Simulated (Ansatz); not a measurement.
# Calculated ⁴⁷Ti nuclear quadrupole resonance for TiO2

Cell: a structure deposited in the COD, ions relaxed with PBE at fixed cell.

Space group Pbcn (No. 60); a = 4.5150, b = 5.4970, c = 4.9390 Å.

```csv
site,Wyckoff,site symmetry,x,y,z
Ti,4c,.2.,0.0000,0.1745,0.2500
O,8d,1,0.2704,0.3819,0.4197
```

One atom of each set is listed.

Level of theory: DFT, PBE, plane waves and PAW (field gradients read without the response of the frozen cores, which leaves them typically 4 to 6 % off), scalar-relativistic, 420 eV cutoff, Γ-centred 5×5×5 k-points, Fermi–Dirac smearing 0.02 eV (Ansatz 0.2.0).

⁴⁷Ti: I = 5/2, Q = 302.0 mb (year-2017 value). Static lattice, zero field.

(1) Predict the zero-field ⁴⁷Ti lines of each site.

(2) And for ⁴⁹Ti (I = 7/2, Q = 247.0 mb) on Ti?

Results:

(1) For I = 5/2 and η = 0 the lines are 3|C_Q|/20 and twice that; η pulls their ratio below 2.

| site | atoms | V_zz (10²¹ V/m²) | C_Q (MHz) | η | line frequencies (MHz) |
| --- | --- | --- | --- | --- | --- |
| Ti | 4 | 2.73 | 19.9 | 0.69 | 4.24, 5.56 |

(2) C_Q scales with Q to 16.3 MHz, with lines at 2.12, 2.37, 3.32, 4.49 MHz.

At this cell the PBE pressure is 5 GPa, so with PBE the cell would grow if it were relaxed.

The relaxation (5 steps) took 23 s of wall time (23 s of CPU time) and 0.53 GiB at its peak, on 1 thread of AMD EPYC 9R14 (Zen 4) (x86_64; 16 cores open to the job, memory cap 3.0 GiB, no GPU), a shared host with a load of 0.1 a core.
